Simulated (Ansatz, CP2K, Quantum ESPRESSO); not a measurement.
One calculation of AlFe, 3 ways

```
Fe Al
1.0
     2.91000    0.00000    0.00000
     0.00000    2.91000    0.00000
     0.00000    0.00000    2.91000
Fe Al
1 1
Cartesian
  1.4550 1.4550 1.4550
  0.0000 0.0000 0.0000
```

Alike in all runs: task band structure; functional PBEsol; k mesh 9 × 9 × 9; occupations fermi-dirac, width 0.05 eV; collinear spin, ferromagnetic start; no spin-orbit coupling. Pressure is positive in compression and, in plane waves, holds the error of the finite cutoff.

| program and potentials | plane-wave cutoff (eV) | notes | pressure (GPa) | net moment per atom (μB) |
| --- | --- | --- | --- | --- |
| Quantum ESPRESSO, GBRV 1.5 PBEsol | 762 | - | ? | ? |
| Ansatz, all-electron LAPW, scalar-relativistic | - | - | -11.27 | 0.33 |
| CP2K, POTENTIAL_UZH Fe GTH-PBE-q16, Al GTH-PBE-q3; TZVP-MOLOPT-PBE-GTH basis | - | atomic basis; potentials made for PBE | -9.23 | 0.36 |

Problem. Estimate from the other rows what the run with Quantum ESPRESSO, GBRV 1.5 PBEsol gave.

Solution. Pressure -11.24 GPa; net moment per atom 0.34 μB. The other rows, which needn't bracket it: pressure -11.27 to -9.23; net moment per atom 0.33 to 0.36.
